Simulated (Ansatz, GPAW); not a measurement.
Given: the input of a run of Ansatz 0.2.0 on TiAl3. Atoms were shifted at random by some hundredths of an Å from the given cell, which wasn't relaxed again for these runs. The cell comes from a database or a generator and needn't be the stable form of this composition.

File input.yaml:

```yaml
crystal:
  lattice:
    - [3.95567125, 0.0, 0.0]
    - [0.0, 3.95567125, 0.0]
    - [0.0, 0.0, 3.95567125]
  atoms:
    - { symbol: Ti, position: [-0.00025, -0.012978, 0.004692] }
    - { symbol: Al, position: [0.001109, 0.507471, 0.509379] }
    - { symbol: Al, position: [0.509156, -0.010498, 0.505813] }
    - { symbol: Al, position: [0.505388, 0.50594, -0.001105] }
hamiltonian:
  xc: pbesol
  pseudopotentials: { kind: paw }
kpoints:
  mp_grid: { grid: [7, 7, 7] }
scf:
  occupations: { method: fermi_dirac, width: 0.05 }
output:
  forces: true
  stress: true
  eigenvalues: true
```

Potentials or basis: Ansatz PAW.

Command:

```sh
$ ansatz run input.yaml --threads 1 --pin off --max-ram 3584MiB --backend cpu --events-out ev --progress --plain --runs-dir out
```

Task: Set up the same calculation for GPAW 26.7.0 (ASE script). Potentials or basis there: PAW data sets generated for this functional, cutoff 600 eV.

Result: As run (cutoffs and basis follow the program's own potentials, and thresholds, step limits or extra output files can differ):

Contents of run.py:

```python
from ase import Atoms
from ase.dft.bandgap import bandgap
from ase.io import write
from ase.units import GPa
from gpaw import GPAW, PW, setup_paths

setup_paths.insert(0, '.')

atoms = Atoms(['Ti', 'Al', 'Al', 'Al'],
              cell=[[3.95567125, 0.0, 0.0],
                    [0.0, 3.95567125, 0.0],
                    [0.0, 0.0, 3.95567125]],
              scaled_positions=[[-0.00025, -0.012978, 0.004692],
                                [0.001109, 0.507471, 0.509379],
                                [0.509156, -0.010498, 0.505813],
                                [0.505388, 0.50594, -0.001105]],
              pbc=True)

calc = GPAW(mode=PW(600),
            xc='PBEsol',
            kpts={'size': (7, 7, 7), 'gamma': True},
            occupations={'name': 'fermi-dirac', 'width': 0.05},
            nbands=23,
            convergence={'density': 1e-05, 'energy': 1e-05},
            maxiter=150,
            txt='gpaw.txt')
atoms.calc = calc
energy = atoms.get_potential_energy()
forces = atoms.get_forces()
stress = atoms.get_stress()
calc.write('gs.gpw')
write('result.traj', atoms)
print(f'Energy: {energy:.6f} eV')
print('Forces (eV/A):')
print(forces.round(4))
print('Stress (GPa):', (stress / GPa).round(3))
print('Fermi level:', round(calc.get_fermi_level(), 4), 'eV')
print(f'Gap: {bandgap(calc)[0]:.4f} eV, direct: {bandgap(calc, direct=True)[0]:.4f} eV')
```

Potentials or basis: PAW data sets generated in the run's folder for this functional, pw.

Run with:

```console
$ gpaw-setup -f PBEsol Al Ti
$ OMP_NUM_THREADS=1 python run.py
```

Both were run:

|  | Ansatz | GPAW |
| --- | --- | --- |
| Pressure | -0.2 GPa | -0.1 GPa |
| Largest force | 0.699 eV/Å | 0.708 eV/Å |
| Energy over the undisturbed cell | 12.4 meV/atom | 12.5 meV/atom |

Ansatz's pressure holds a Pulay term of +0.05 GPa for its cutoff of 420 eV, which the other run lacks.

Ansatz's potentials were made for PBE.

Where Ansatz's input types no cutoff or centring, it takes its own default and a Γ-centred mesh.

Pressure is positive in compression.
